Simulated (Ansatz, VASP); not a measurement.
## One calculation of H, two programs

File INCAR:

```
  PREC = Accurate
  ENCUT = 520
  EDIFF = 1E-8
  ISMEAR = -1
  SIGMA = 0.08
  LREAL = False
  LASPH = True
  NELM = 60
  ALGO = Normal
  ISIF = 2
  LWAVE = False
  LCHARG = False
  GGA = PE
  LEFG = True
  NBANDS = 6
```

KPOINTS

```
Automatic mesh
0
Gamma
  16 16 16
```

The input POSCAR:

```
H
1.0
    1.4273794832      0.0000000000      0.0000000000
    0.0000000000      1.4273794832      0.0000000000
    0.0000000000      0.0000000000      1.4273794832
H
1
Direct
    0.0000000000      0.0000000000      0.0000000000
```

Input for Ansatz:

```yaml
crystal:
  lattice:
    - [1.4273794832, 0.0, 0.0]
    - [0.0, 1.4273794832, 0.0]
    - [0.0, 0.0, 1.4273794832]
  atoms:
    - { symbol: H, position: [0.0, 0.0, 0.0] }
kpoints:
  mp_grid: { grid: [16, 16, 16] }
scf:
  occupations: { method: fermi_dirac, width: 0.08 }
hamiltonian:
  xc: pbe
  pseudopotentials: { kind: paw }
output:
  forces: true
  stress: true
  eigenvalues: true
  efg: { contact_densities: true }
```

Change from the starting cell: volume scaled by 0.9405, PAW files.

Alike in both runs: task electric field gradients; functional PBE; k mesh 16 × 16 × 16; occupations fermi-dirac, width 0.08 eV; no spin polarisation.

|  | VASP | Ansatz |
| --- | --- | --- |
| version | VASP 6.6.1 | Ansatz 0.2.0 |
| potentials or method | VASP PAW PBE potentials, release 64 (H) | PAW with Ansatz's default frozen-core files, scalar-relativistic |
| plane-wave cutoff (eV) | 520 | 420 |
| valence electrons in the cell | 1 | 1 |

|  | VASP | Ansatz | Ansatz less VASP |
| --- | --- | --- | --- |
| pressure (GPa) | 6.4 | 6.8 | +0.43 |
| Vzz of the field gradient on the site that differs most (V/Å²) | 0.0 | 0.0 | 0.00 |
